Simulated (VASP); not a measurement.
## NaCl: band structure with r2SCAN

NaCl:

```
Na Cl
1.0
     0.00000    2.84823    2.84823
     2.84823    0.00000    2.84823
     2.84823    2.84823    0.00000
Na Cl
1 1
Direct
  0.00000 0.00000 0.00000
  0.50000 0.50000 0.50000
```

The cell was built by a generator and needn't be a form met in nature.

| Property | Result |
| --- | --- |
| Program | VASP 6.6.1 |
| Task | band structure |
| Functional | r2SCAN |
| Potentials or basis | VASP PAW PBE potentials, release 64 (Na_pv, Cl) |
| Cutoff | 520 eV |
| k mesh | 8 × 8 × 8 |
| Occupations | gaussian, width 0.02 eV |
| Spin | no spin polarisation |
| Further INCAR settings | ALGO = Normal; EDIFF = 1e-06 |

```
Pressure                : -1.4 GPa
Band gap on the k mesh  : 5.80 eV, direct
Band gap along the path : 5.80 eV, direct
```

Levels at the corners of the path, in eV from the valence-band top:
| point | band 4 | band 5 | band 6 | band 7 | band 8 | band 9 | band 10 | band 11 |
| --- | --- | --- | --- | --- | --- | --- | --- | --- |
| Γ | -13.16 | 0.00 | 0.00 | 0.00 | 5.80 | 11.73 | 11.73 | 11.73 |
| X | -12.80 | -1.60 | -0.58 | -0.58 | 8.36 | 8.63 | 11.98 | 15.64 |
| X | -12.80 | -1.60 | -0.58 | -0.58 | 8.36 | 8.63 | 11.98 | 15.64 |
| W | -12.78 | -1.14 | -1.14 | -0.71 | 9.65 | 10.29 | 10.29 | 12.11 |
| W | -12.78 | -1.14 | -1.14 | -0.71 | 9.65 | 10.29 | 10.29 | 12.11 |
| K | -12.79 | -1.36 | -1.06 | -0.48 | 8.95 | 9.71 | 11.18 | 13.56 |
| K | -12.79 | -1.36 | -1.06 | -0.48 | 8.95 | 9.71 | 11.18 | 13.56 |
| Γ | -13.16 | 0.00 | 0.00 | 0.00 | 5.80 | 11.73 | 11.73 | 11.73 |
| Γ | -13.16 | 0.00 | 0.00 | 0.00 | 5.80 | 11.73 | 11.73 | 11.73 |
| L | -12.84 | -1.83 | -0.26 | -0.26 | 7.89 | 11.37 | 11.70 | 11.70 |
| L | -12.84 | -1.83 | -0.26 | -0.26 | 7.89 | 11.37 | 11.70 | 11.70 |
| U | -12.79 | -1.36 | -1.06 | -0.48 | 8.95 | 9.71 | 11.18 | 13.56 |
| U | -12.79 | -1.36 | -1.06 | -0.48 | 8.95 | 9.71 | 11.18 | 13.56 |
| W | -12.78 | -1.14 | -1.14 | -0.71 | 9.65 | 10.29 | 10.29 | 12.11 |
| W | -12.78 | -1.14 | -1.14 | -0.71 | 9.65 | 10.29 | 10.29 | 12.11 |
| L | -12.84 | -1.83 | -0.26 | -0.26 | 7.89 | 11.37 | 11.70 | 11.70 |
| L | -12.84 | -1.83 | -0.26 | -0.26 | 7.89 | 11.37 | 11.70 | 11.70 |
| K | -12.79 | -1.36 | -1.06 | -0.48 | 8.95 | 9.71 | 11.18 | 13.56 |
| U | -12.79 | -1.36 | -1.06 | -0.48 | 8.95 | 9.71 | 11.18 | 13.56 |
| X | -12.80 | -1.60 | -0.58 | -0.58 | 8.36 | 8.63 | 11.98 | 15.64 |

Run time: 47 s on 4 MPI ranks on AMD EPYC 9R14 (Zen 4) (shared host), peak memory 0.16 GiB a rank.

Caveat: the PAW data sets were made with another functional, which shifts forces and pressure a little. r2SCAN opens gaps a little over a GGA but as a rule still falls short of measured ones.
